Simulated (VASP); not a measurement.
# TiN (Fm-3m) in VASP: further runs

Aim: see how the results for TiN move with the level of theory and the settings. Levels: PBE, r2SCAN. Tasks: relaxation of cell and atoms.

Program: VASP 6.6.1. These are calculated values, not measurements. Logs are shortened: lines on timing, memory, paths and dates and some standing lists are left out, and cuts for length are marked.

## 1. The crystal as given

The structure is cubic, space group Fm-3m (No. 225). The conventional cell has a = 4.238 Å, b = 4.238 Å, c = 4.238 Å, α = 90.00°, β = 90.00°, γ = 90.00°. Ti (site symmetry m-3m) is surrounded by 6 N at 2.12 Å. N (site symmetry m-3m) is surrounded by 6 Ti at 2.12 Å.

## 2. Relaxation of cell and atoms, PBE

INCAR

```
SYSTEM = TiN
ALGO     = Normal         ! electronic algorithm
EDIFF    = 1E-6           ! SCF threshold, eV
EDIFFG   = -0.01          ! ionic threshold
ENCUT    = 600            ! plane-wave cutoff, eV
GGA      = PE             ! functional
IBRION   = 2              ! ionic algorithm
ISIF     = 3              ! what is computed and relaxed
ISMEAR   = 1              ! smearing method
LASPH    = .TRUE.         ! aspherical terms in the spheres
LCHARG   = .FALSE.        ! write CHGCAR
LREAL    = .FALSE.        ! projectors in reciprocal space
LWAVE    = .FALSE.        ! write WAVECAR
NELM     = 80             ! most SCF steps
NSW      = 90             ! ionic steps
PREC     = Accurate       ! precision mode
SIGMA    = 0.1            ! smearing width, eV
```

KPOINTS

```
k-points
0
G
  16 16 16
  0 0 0
```

POSCAR

```
TiN
1.0
    0.0000000000      2.1190000000      2.1190000000
    2.1190000000      0.0000000000      2.1190000000
    2.1190000000      2.1190000000      0.0000000000
Ti N
1 1
Direct
    0.0000000000      0.0000000000      0.0000000000
    0.5000000000      0.5000000000      0.5000000000
```

Potentials or basis: VASP PAW PBE potentials, release 64 (Ti_sv, N).

Run with:

```
$ cat potpaw_PBE.64/Ti_sv/POTCAR potpaw_PBE.64/N/POTCAR > POTCAR
$ mpirun -np 1 vasp_std > vasp.out
```

OUTCAR:

```text
SYSTEM = TiN
   EDIFF = 1E-6
   EDIFFG = -0.01
   ENCUT = 600
   GGA = PE
   IBRION = 2
   ISIF = 3
   ISMEAR = 1
   LASPH = .TRUE.
   LREAL = .FALSE.
   NELM = 80
   NSW = 90
   PREC = Accurate

 ion  position               nearest neighbor table
   1  0.000  0.000  0.000-   2 2.12   2 2.12   2 2.12   2 2.12   2 2.12   2 2.12
   2  0.500  0.500  0.500-   1 2.12   1 2.12   1 2.12   1 2.12   1 2.12   1 2.12

  LATTYP: Found a face centered cubic cell.
 ALAT       =     4.2380000000

  Lattice vectors:

 A1 = (   0.0000000000,   2.1190000000,   2.1190000000)
 A2 = (   2.1190000000,   0.0000000000,   2.1190000000)
 A3 = (   2.1190000000,   2.1190000000,   0.0000000000)

Analysis of symmetry for initial positions (statically):
=====================================================================
 Subroutine PRICEL returns:
 Original cell was already a primitive cell.

 Routine SETGRP: Setting up the symmetry group for a
 face centered cubic supercell.

 Subroutine GETGRP returns: Found 48 space group operations
 (whereof 48 operations were pure point group operations)
 out of a pool of 48 trial point group operations.

The static configuration has the point symmetry O_h .

Analysis of symmetry for dynamics (positions and initial velocities):
=====================================================================
 Subroutine PRICEL returns:
 Original cell was already a primitive cell.

 Routine SETGRP: Setting up the symmetry group for a
 face centered cubic supercell.

 Subroutine GETGRP returns: Found 48 space group operations
 (whereof 48 operations were pure point group operations)
 out of a pool of 48 trial point group operations.

The dynamic configuration has the point symmetry O_h .

 Subroutine INISYM returns: Found 48 space group operations
 (whereof 48 operations are pure point group operations),
 and found     1 'primitive' translations

----------------------------------------------------------------------------------------

                                     Primitive cell

  volume of cell :      19.0293

  direct lattice vectors                    reciprocal lattice vectors
     0.000000000  2.119000000  2.119000000    -0.235960359  0.235960359  0.235960359
     2.119000000  0.000000000  2.119000000     0.235960359 -0.235960359  0.235960359
     2.119000000  2.119000000  0.000000000     0.235960359  0.235960359 -0.235960359

  length of vectors
     2.996718539  2.996718539  2.996718539     0.408695330  0.408695330  0.408695330

  position of ions in fractional coordinates (direct lattice)
     0.000000000  0.000000000  0.000000000
     0.500000000  0.500000000  0.500000000

  ion indices of the primitive-cell ions
   primitive index   ion index
                 1           1
                 2           2

----------------------------------------------------------------------------------------

 KPOINTS: k-points

Automatic generation of k-mesh.
 Grid dimensions read from file:
 generate k-points for:   16   16   16

 Generating k-lattice:

  Cartesian coordinates                     Fractional coordinates (reciprocal lattice)
    -0.014747522  0.014747522  0.014747522     0.062500000  0.000000000  0.000000000
     0.014747522 -0.014747522  0.014747522     0.000000000  0.062500000  0.000000000
     0.014747522  0.014747522 -0.014747522     0.000000000  0.000000000  0.062500000

  Length of vectors
     0.025543458  0.025543458  0.025543458

  Shift w.r.t. Gamma in fractional coordinates (k-lattice)
     0.000000000  0.000000000  0.000000000

 Subroutine IBZKPT returns following result:
 ===========================================

 Found    145 irreducible k-points:

 Following reciprocal coordinates:
            Coordinates               Weight
  0.000000  0.000000  0.000000      1.000000
  0.062500  0.000000  0.000000      8.000000
  0.125000  0.000000  0.000000      8.000000
  0.187500  0.000000  0.000000      8.000000
  0.250000  0.000000  0.000000      8.000000
  0.312500  0.000000  0.000000      8.000000
[... 16 lines left out ...]
 -0.125000  0.062500  0.000000     24.000000
 -0.062500  0.062500  0.000000     12.000000
 [... further k-points ...]
   k-points           NKPTS =    145   k-points in BZ     NKDIM =    145   number of bands    NBANDS=     12
   number of dos      NEDOS =    301   number of ions     NIONS =      2
   total plane-waves  NPLWV =  13824
   dimension x,y,z NGX =    24 NGY =   24 NGZ =   24
   dimension x,y,z NGXF=    48 NGYF=   48 NGZF=   48
   ions per type =               1   1
   NGX,Y,Z   is equivalent  to a cutoff of  13.31, 13.31, 13.31 a.u.
   NGXF,Y,Z  is equivalent  to a cutoff of  26.63, 26.63, 26.63 a.u.
 SYSTEM =  TiN
   PREC   = accura    normal or accurate (medium, high low for compatibility)
   ISTART =      0    job   : 0-new  1-cont  2-samecut
   ICHARG =      2    charge: 1-file 2-atom 10-const
   ISPIN  =      1    spin polarized calculation?
   LNONCOLLINEAR =      F non collinear calculations
   LSORBIT =      F    spin-orbit coupling
   LASPH  =      T    aspherical Exc in radial PAW
   ENCUT  =  600.0 eV  44.10 Ry    6.64 a.u.   5.99  5.99  5.99*2*pi/ulx,y,z
   NELM   =     80;   NELMIN=  2; NELMDL= -5     # of ELM steps
   EDIFF  = 0.1E-05   stopping-criterion for ELM
   LREAL  =      F    real-space projection
   EDIFFG = -.1E-01   stopping-criterion for IOM
   NSW    =     90    number of steps for IOM
   IBRION =      2    ionic relax: 0-MD 1-quasi-New 2-CG
   NFREE  =      1    steps in history (QN), initial steepest desc. (CG)
   ISIF   =      3    stress and relaxation
   ISYM   =      2    0-nonsym 1-usesym 2-fastsym
   POTIM  = 0.5000    time-step for ionic-motion
   TEBEG  =    0.0;   TEEND  =   0.0 temperature during run
   PSTRESS=    0.0 pullay stress
   NELECT =      17.0000    total number of electrons
   NUPDOWN=      -1.0000    fix difference up-down
   EMIN   =  10.00;   EMAX   =-10.00  energy-range for DOS
   EFERMI =   0.00;   METHOD = LEGACY
   ISMEAR =     1;   SIGMA  =   0.10  broadening in eV -4-tet -1-fermi 0-gaus
   EFERMI_NEDOS =   21; number of points for ismear=-14 and -15
   IALGO  =     38    algorithm
   IMIX   =      4    mixing-type and parameters
     AMIX     =   0.40;   BMIX     =  1.00
     AMIX_MAG =   1.60;   BMIX_MAG =  1.00
  volume/ion in A,a.u.               =       9.51        64.21
  Fermi-wavevector in a.u.,A,eV,Ry     =   1.576704  2.979539 33.824024  2.485996
  Thomas-Fermi vector in A             =   2.677497
   LORBIT       =      0    0 simple, 1 ext, 2 COOP (PROOUT), +10 PAW based schemes
   GGA     = PE    functional components
   LHFCALC =     F    Hartree Fock is set to
   AEXX    =    0.0000 exact exchange contribution
   IVDW    =     0    specifies the selected vdW correction
   LEPSILON=     F    determine dielectric tensor
   LRPA    =     F    only Hartree local field effects (RPA)
 conjugate gradient relaxation of ions
 non-spin polarized calculation
 Methfessel and Paxton  Order N= 1 SIGMA  =   0.10
  energy-cutoff  :      600.00
  volume of cell :       19.03
 maximum number of plane-waves:       652
   NGX = 11   NGY = 11   NGZ = 11

--------------------------------------- Ionic step        1  -------------------------------------------

 number of electron      17.0000001 magnetization

 Free energy of the ion-electron system (eV)
  ---------------------------------------------------
  ext. energy  EPLUGINS =         0.00000000
  ---------------------------------------------------
  free energy    TOTEN  =       -19.63681692 eV

  energy without entropy =      -19.63546780  energy(sigma->0) =      -19.63636722

------------------------ aborting loop because EDIFF is reached ----------------------------------------

  FORCE on cell =-STRESS in cart. coord.  units (eV):
  Direction    XX          YY          ZZ          XY          YZ          ZX
  --------------------------------------------------------------------------------------
  -------------------------------------------------------------------------------------
  Total        0.2463250      0.2463250      0.2463250     -0.0000000      0.0000000     -0.0000000
  in kB       20.7393993     20.7393993     20.7393993     -0.0000000      0.0000000     -0.0000000
  external PRESSURE =      20.7393993 kB  Pullay stress =       0.0000000 kB

 VOLUME and BASIS-vectors are now :
 -----------------------------------------------------------------------------
  energy-cutoff  :      600.00
  volume of cell :       19.03
      direct lattice vectors                 reciprocal lattice vectors
     0.000000000  2.119000000  2.119000000    -0.235960359  0.235960359  0.235960359
     2.119000000  0.000000000  2.119000000     0.235960359 -0.235960359  0.235960359
     2.119000000  2.119000000  0.000000000     0.235960359  0.235960359 -0.235960359
[... 37 lines left out ...]
 POSITION                                       TOTAL-FORCE (eV/Angst)
 -----------------------------------------------------------------------------------
     -0.00000      2.13159      2.13159        -0.000000      0.000000     -0.000000
      2.13159      2.13159      2.13159         0.000000     -0.000000      0.000000
 -----------------------------------------------------------------------------------
    total drift:                               -0.000000     -0.000000     -0.000000

  FREE ENERGIE OF THE ION-ELECTRON SYSTEM (eV)
  ---------------------------------------------------
  free  energy   TOTEN  =       -19.6360202815 eV

  energy  without entropy=      -19.6346981905  energy(sigma->0) =      -19.63557958

--------------------------------------- Ionic step        3  -------------------------------------------

 number of electron      17.0000002 magnetization

 Free energy of the ion-electron system (eV)
  ---------------------------------------------------
  ext. energy  EPLUGINS =         0.00000000
  ---------------------------------------------------
  free energy    TOTEN  =       -19.63774906 eV

  energy without entropy =      -19.63641089  energy(sigma->0) =      -19.63730300

 E-fermi :  11.3943     XC(G=0): -12.9933

 val. band max:       11.3913974993   @ k =   0.4375   0.1875   0.0625
 cond. band min:      11.3948499071   @ k =   0.3750   0.1250   0.0000
 fundamental gap:      0.0034524078
 Fermi energy:        11.3943006897

 k-point     1 :       0.0000    0.0000    0.0000
  band No.  band energies     occupation
      1     -46.4967      2.00000
      2     -22.4801      2.00000
      3     -22.4801      2.00000
      4     -22.4801      2.00000
      5      -5.6892      2.00000
      6       9.3457      2.00000
      7       9.3457      2.00000
      8       9.3457      2.00000
      9      10.7716      2.00000
     10      10.7716      2.00000
     11      10.7716      2.00000
     12      11.9542     -0.00000

 k-point     2 :       0.0625    0.0000    0.0000
  band No.  band energies     occupation
      1     -46.4932      2.00000
      2     -22.5054      2.00000
      3     -22.4822      2.00000
      4     -22.4822      2.00000
      5      -5.6136      2.00000
      6       8.8999      2.00000
      7       9.0147      2.00000
      8       9.0147      2.00000
      9      10.8866      2.00000
     10      10.8866      2.00000
     11      11.0000      2.00000
     12      12.2965     -0.00000
[... 316 lines left out ...]
 k-point    24 :      -0.0625    0.0625    0.0000
  band No.  band energies     occupation
      1     -46.4874      2.00000
      2     -22.5403      2.00000
      3     -22.4956      2.00000
      4     -22.4812      2.00000
      5      -5.4914      2.00000
      6       8.2802      2.00000
      7       8.5100      2.00000
      8       8.8213      2.00000
      9      10.8874      2.00000
     10      11.1722      2.00736
     11      11.2831      2.06636
     12      12.3854     -0.00000

 [... further k-points ...]

------------------------ aborting loop because EDIFF is reached ----------------------------------------

  FORCE on cell =-STRESS in cart. coord.  units (eV):
  Direction    XX          YY          ZZ          XY          YZ          ZX
  --------------------------------------------------------------------------------------
  -------------------------------------------------------------------------------------
  Total       -0.0014144     -0.0014144     -0.0014144     -0.0000000     -0.0000000      0.0000000
  in kB       -0.1181971     -0.1181971     -0.1181971     -0.0000000     -0.0000000      0.0000000
  external PRESSURE =      -0.1181971 kB  Pullay stress =       0.0000000 kB

 VOLUME and BASIS-vectors are now :
 -----------------------------------------------------------------------------
  energy-cutoff  :      600.00
  volume of cell :       19.17
      direct lattice vectors                 reciprocal lattice vectors
    -0.000000000  2.124299203  2.124299203    -0.235371740  0.235371740  0.235371740
     2.124299203  0.000000000  2.124299203     0.235371740 -0.235371740  0.235371740
     2.124299203  2.124299203 -0.000000000     0.235371740  0.235371740 -0.235371740

 POSITION                                       TOTAL-FORCE (eV/Angst)
 -----------------------------------------------------------------------------------
      0.00000      0.00000      0.00000        -0.000000      0.000000      0.000000
      2.12430      2.12430      2.12430         0.000000     -0.000000     -0.000000
 -----------------------------------------------------------------------------------
    total drift:                                0.000000     -0.000000     -0.000000

  FREE ENERGIE OF THE ION-ELECTRON SYSTEM (eV)
  ---------------------------------------------------
  free  energy   TOTEN  =       -19.6377490578 eV

  energy  without entropy=      -19.6364108918  energy(sigma->0) =      -19.63730300

 reached required accuracy - stopping structural energy minimisation
```

It took 68 s on 1 thread of Intel Xeon Platinum 8259CL at 2.50GHz (Skylake/Cascade Lake), shared host; peak memory 0.17 GiB.

Results:

```
Free energy                            : -19.6377 eV
Relaxed volume                         : 9.59 Å³/atom
Relaxed cell                           : a = 3.004 Å, b = 3.004 Å, c = 3.004 Å, α = 60.00°, β = 60.00°, γ = 60.00°
Space group after relaxing (to 0.05 Å) : Fm-3m (No. 225)
Energy gained by relaxing              : 0.5 meV/atom
Ionic steps                            : 3
Pressure after relaxing                : 0.0 GPa
Band gap on the k mesh                 : none (metal or under the smearing width)
```

Step by step:
```
step  energy change (eV)  largest force (eV/Å)  pressure (GPa)  volume (Å³)
   1              0.0000                0.0000            2.07        19.03
   2              0.0008                0.0000           -2.74        19.37
   3             -0.0009                0.0000           -0.01        19.17
```

Final structure:
```xyz
2
Lattice="0.0000 2.1243 2.1243 2.1243 0.0000 2.1243 2.1243 2.1243 0.0000" Properties=species:S:1:pos:R:3 pbc="T T T"
Ti    0.0000    0.0000    0.0000
N     2.1243    2.1243    2.1243
```

Levels at points of the mesh, in eV from the Fermi level:
```
           k point  band 5  band 6  band 7  band 8  band 9  band 10  band 11  band 12
(0.00, 0.00, 0.00)  -17.08   -2.05   -2.05   -2.05   -0.62    -0.62    -0.62     0.56
(0.50, 0.00, 0.00)  -14.65   -8.06   -5.46   -5.46    1.65     1.65     2.32     5.68
(0.50, 0.50, 0.00)  -15.68   -5.83   -3.24   -3.24   -3.05     1.61     2.35     2.35
```

## 3. Relaxation of cell and atoms, PBE

This run uses another cell than the first one, of 9.59 Å³/atom, 1.008 times its volume.

Edit INCAR of step 2 so:

```diff
@@ -2,4 +2,4 @@
 ALGO     = Normal         ! electronic algorithm
-EDIFF    = 1E-6           ! SCF threshold, eV
-EDIFFG   = -0.01          ! ionic threshold
+EDIFF    = 1E-7           ! SCF threshold, eV
+EDIFFG   = -0.005         ! ionic threshold
 ENCUT    = 600            ! plane-wave cutoff, eV
```

KPOINTS is that of step 2.

POSCAR

```
TiN                                     
1.0
   -0.0000000000      2.1242992028      2.1242992028
    2.1242992028      0.0000000000      2.1242992028
    2.1242992028      2.1242992028     -0.0000000000
  Ti              N             
     1     1
Direct
     0.0000000000000000    0.0000000000000000    0.0000000000000000
     0.5000000000000000    0.5000000000000000    0.5000000000000000
```

Potentials or basis: VASP PAW PBE potentials, release 64 (Ti_sv, N).

Run with:

```
$ cat potpaw_PBE.64/Ti_sv/POTCAR potpaw_PBE.64/N/POTCAR > POTCAR
$ mpirun -np 1 vasp_std > vasp.out
```

Wall time 29 s (1 thread of Intel Xeon Platinum 8259CL at 2.50GHz (Skylake/Cascade Lake), shared host); peak memory 0.17 GiB.

It converged, with:

```yaml
Free_energy: -19.6380 eV
Pressure_after_relaxing: 0.0 GPa
Band_gap_on_the_k_mesh: none (metal or under the smearing width)
```

Final structure:
```
Ti N
1.0
     0.00000    2.12430    2.12430
     2.12430    0.00000    2.12430
     2.12430    2.12430    0.00000
Ti N
1 1
Direct
  0.00000 0.00000 0.00000
  0.50000 0.50000 0.50000
```

Levels at points of the mesh, in eV from the Fermi level:
```tsv
k point	band 5	band 6	band 7	band 8	band 9	band 10	band 11	band 12
(0.00, 0.00, 0.00)	-17.08	-2.05	-2.05	-2.05	-0.62	-0.62	-0.62	0.56
(0.50, 0.00, 0.00)	-14.65	-8.06	-5.46	-5.46	1.65	1.65	2.32	5.68
(0.50, 0.50, 0.00)	-15.68	-5.83	-3.24	-3.24	-3.05	1.61	2.35	2.35
```

Caveat: the relaxation stopped at its first step, so nothing moved.

## 4. Relaxation of cell and atoms, r2SCAN

INCAR

```
PREC = Accurate ; ENCUT = 600
EDIFF = 1E-6 ; ISMEAR = 1
SIGMA = 0.1 ; LREAL = False
LASPH = True ; NELM = 80
ALGO = Normal ; ISIF = 3
LWAVE = False ; LCHARG = False
METAGGA = R2SCAN ; LMIXTAU = True
IBRION = 2 ; NSW = 90
EDIFFG = -0.01
```

KPOINTS

```
Automatic mesh
0
Gamma
  16 16 16
```

POSCAR

```
TiN
1.0
    0.0000000000      2.1190000000      2.1190000000
    2.1190000000      0.0000000000      2.1190000000
    2.1190000000      2.1190000000      0.0000000000
Ti N
1 1
Direct
    0.0000000000      0.0000000000      0.0000000000
    0.5000000000      0.5000000000      0.5000000000
```

Run with:

```
$ cat potpaw_PBE.64/Ti_sv/POTCAR potpaw_PBE.64/N/POTCAR > POTCAR
$ mpirun -np 1 vasp_std > vasp.out
```

It took 3.6 min on 1 thread of Intel Xeon Platinum 8488C (Sapphire Rapids), shared host; peak memory 0.18 GiB.

Results (log left out):

```
Free energy                            : -26.0149 eV
Relaxed volume                         : 9.53 Å³/atom
Relaxed cell                           : a = 2.998 Å, b = 2.998 Å, c = 2.998 Å, α = 60.00°, β = 60.00°, γ = 60.00°
Space group after relaxing (to 0.05 Å) : Fm-3m (No. 225)
Energy gained by relaxing              : 0.0 meV/atom
Ionic steps                            : 3
Pressure after relaxing                : 0.0 GPa
Band gap on the k mesh                 : none (metal or under the smearing width)
```

Final structure:
```yaml
crystal:
  lattice:
    - [0.00000, 2.12007, 2.12007]
    - [2.12007, 0.00000, 2.12007]
    - [2.12007, 2.12007, 0.00000]
  atoms:
    - { symbol: Ti, position: [0.00000, 0.00000, 0.00000] }
    - { symbol: N, position: [0.50000, 0.50000, 0.50000] }
```

Levels at points of the mesh, in eV from the Fermi level:
| k point | band 5 | band 6 | band 7 | band 8 | band 9 | band 10 | band 11 | band 12 |
| --- | --- | --- | --- | --- | --- | --- | --- | --- |
| (0.00, 0.00, 0.00) | -18.28 | -2.39 | -2.39 | -2.39 | -0.63 | -0.63 | -0.63 | 0.57 |
| (0.50, 0.00, 0.00) | -15.84 | -8.52 | -5.93 | -5.93 | 1.72 | 1.72 | 2.42 | 5.92 |
| (0.50, 0.50, 0.00) | -16.92 | -6.28 | -3.63 | -3.63 | -3.11 | 1.65 | 2.43 | 2.43 |

Caveat: the PAW data sets were made with another functional, which shifts forces and pressure a little.

(Continued in part 2 of 2.)
